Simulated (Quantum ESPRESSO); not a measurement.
The system is InP.

```
CELL_PARAMETERS angstrom
0.00000 2.93050 2.93050
2.93050 0.00000 2.93050
2.93050 2.93050 0.00000
ATOMIC_POSITIONS crystal
In 0.00000 0.00000 0.00000
P 0.75000 0.75000 0.75000
```

Base run:

- Program: Quantum ESPRESSO 7.5
- Functional: AM05
- Potentials or basis: GBRV 1.5 PBE
- Cutoff: 762 eV
- Density cutoff: 6095 eV
- k mesh: 6 × 6 × 6, shifted
- Occupations: fermi-dirac, width 0.05 eV
- Spin: no spin polarisation

Its results: pressure 0.8 GPa; electronic dielectric tensor (diagonal) 11.23.

Task: After a change of settings the same cell gave: pressure 6.6 GPa; electronic dielectric tensor (diagonal) 11.15. Which change was it?
A. functional from AM05 to BLYP
B. functional from AM05 to PBE
C. functional from AM05 to LDA; potentials or basis from GBRV 1.5 PBE to GBRV 1.5 LDA
D. functional from AM05 to WC

Result: A.

BLYP binds less tightly than AM05, so the same cell stands under more pressure.

Caveats: the potentials were made for another functional, which shifts forces and pressure; the cell is more than 3 GPa from zero pressure, which shifts response properties (some runs).
